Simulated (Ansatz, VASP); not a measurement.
**One calculation of SiMo3, two programs**

```
Mo Si
1.0
     4.88900    0.00000    0.00000
     0.00000    4.88900    0.00000
     0.00000    0.00000    4.88900
Mo Si
6 2
Direct
  0.00000 0.50000 0.25000
  0.00000 0.50000 0.75000
  0.50000 0.25000 0.00000
  0.75000 0.00000 0.50000
  0.50000 0.75000 0.00000
  0.25000 0.00000 0.50000
  0.50000 0.50000 0.50000
  0.00000 0.00000 0.00000
```

Alike in both runs: task single point; functional PBEsol; k mesh 6 × 6 × 6; occupations fermi-dirac, width 0.05 eV; no spin polarisation.

|  | VASP | Ansatz |
| --- | --- | --- |
| version | VASP 6.6.1 | Ansatz 0.2.0 |
| potentials or method | VASP PAW PBE potentials, release 64 (Mo_sv, Si) | Ansatz PAW |
| plane-wave cutoff (eV) | 520 | 420 |
| valence electrons in the cell | 92 | 92 |

Ansatz gave:

| Quantity | Value |
| --- | --- |
| gap on the k mesh at the Fermi level (eV) | none |
| pressure (GPa) | -4.4 |

What did VASP give for the same quantities?

gap on the k mesh at the Fermi level (eV): none; pressure (GPa): -3.8.

A gap of «none» marks a metal or a gap that the smearing closes. The functional is the same, so the differences come from potentials, cutoffs and numerics.

Caveats: the PAW data sets were made with another functional, which shifts forces and pressure a little (VASP); the PAW data sets come from PBE, with cores solved anew for the run's functional, which leaves a small shift of forces and pressure (Ansatz).
